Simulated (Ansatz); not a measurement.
Input and command of a calculation in Ansatz (plane waves; scalar-relativistic PAW potentials unless the input names others):

```yaml
crystal:
  lattice:
    - [-3.0552835563, 0.0, 0.0]
    - [0.0, -3.2583147307, 0.0]
    - [-0.3055283556, 0.0, 14.1281698886]
  atoms:
    - { symbol: Si, position: [0.4885589092, 0.5, 0.1144109083] }
    - { symbol: Si, position: [0.4552255758, 0.5, 0.4477442417] }
    - { symbol: Si, position: [0.4218922425, 0.5, 0.781077575] }
    - { symbol: Si, position: [-0.0885622425, 0.0, 0.885622425] }
    - { symbol: Si, position: [-0.0218955758, 0.0, 0.2189557583] }
    - { symbol: Si, position: [-0.0552289092, 0.0, 0.5522890917] }
    - { symbol: Ni, position: [0.4052548007, 0.5, 0.9474519933] }
    - { symbol: Ni, position: [0.4719214673, 0.5, 0.2807853267] }
    - { symbol: Ni, position: [0.438588134, 0.5, 0.61411866] }
    - { symbol: Ni, position: [-0.005258134, 0.0, 0.05258134] }
    - { symbol: Ni, position: [-0.0385914673, 0.0, 0.3859146733] }
    - { symbol: Ni, position: [-0.0719248007, 0.0, 0.7192480067] }
basis:
  ecutwfc: "30 meV"
kpoints:
  mp_grid: { grid: [15, 14, 4] }
hamiltonian:
  xc: pbe
scf:
  occupations: { method: gaussian, width: 0.15 }
  max_iter: 50
output:
  forces: true
  eigenvalues: true
  stress: true
```

```bash
ansatz run input.yaml --threads 2 --pin off --max-ram 5120MiB --backend cpu --events-out ev --progress --plain --runs-dir out
```

**Question.** Will this input run?

**Answer.** The program refuses it, because of a cutoff in the wrong unit (basis.ecutwfc: 420 → "30 meV"). With the sound run's settings it is accepted.

Abridged log:
```
Error: inconsistent input (basis.ecutwfc, kpoints): the smallest per-k basis holds n_pw = 0 plane waves (k-point 1, counted from 0 among those solved) but the deck needs at least 67 band(s) per channel, and no run solves more bands than the smallest per-k basis has plane waves; raise basis.ecutwfc until the smallest per-k basis, which caps the automatic band count, holds at least 67 plane waves
```